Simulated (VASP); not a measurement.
VASP 6.6.1 run: LiF

INCAR

```
ENCUT = 35
ALGO = Normal
METAGGA = R2SCAN
ISMEAR = 0
LREAL = .FALSE.
PREC = Accurate
ISIF = 2
LCHARG = .FALSE.
LWAVE = .FALSE.
LASPH = .TRUE.
NBANDS = 12
NSW = 0
EDIFF = 1E-7
NELM = 71
SIGMA = 0.01
IBRION = -1
```

KPOINTS

```
KPOINTS created by Atomic Simulation Environment
0
Gamma
10 10 10
0 0 0
```

POSCAR

```
Li F
 1.0000000000000000
     0.0188394048000000    1.9937624249000001    1.9937624249000001
     1.9937624249000001    0.0188394048000000    1.9937624249000001
     1.9937624249000001    1.9937624249000001    0.0188394048000000
 Li  F
   1   1
Cartesian
  0.0000000000000000  0.0000000000000000  0.0000000000000000
  2.0031821273000001  2.0031821273000001  2.0031821273000001
```

The recommended PBE PAW datasets give the neutral cell 10 valence electrons.

Command

```
mpirun -np 1 vasp_std
```

OSZICAR

```
N       E                     dE             d eps       ncg     rms          rms(c)
```

Standard output (part)

```
POSCAR found type information on POSCAR LiF
 POSCAR found :  2 types and       2 ions
 LDA part: xc-table for (None), standard interpolation
 POSCAR, INCAR and KPOINTS ok, starting setup
 WAVECAR not read
 entering main loop
|     EEEEEEE  RRRRRR   RRRRRR   OOOOOOO  RRRRRR      ###     ###     ###     |
|     E        R     R  R     R  O     O  R     R     ###     ###     ###     |
|     E        R     R  R     R  O     O  R     R     ###     ###     ###     |
|     EEEEE    RRRRRR   RRRRRR   O     O  RRRRRR       #       #       #      |
|     E        R    R   R    R   O     O  R    R      ###     ###     ###     |
|     EEEEEEE  R     R  R     R  OOOOOOO  R     R     ###     ###     ###     |
|     EDDAV: Call to ZHEGV failed. Returncode = 11 2 16                       |
|       ---->  I REFUSE TO CONTINUE WITH THIS SICK JOB ... BYE!!! <----       |
```

VASP stopped with an error.

Find the fault in these files.

Cutoff far too low. VASP stopped with an error.
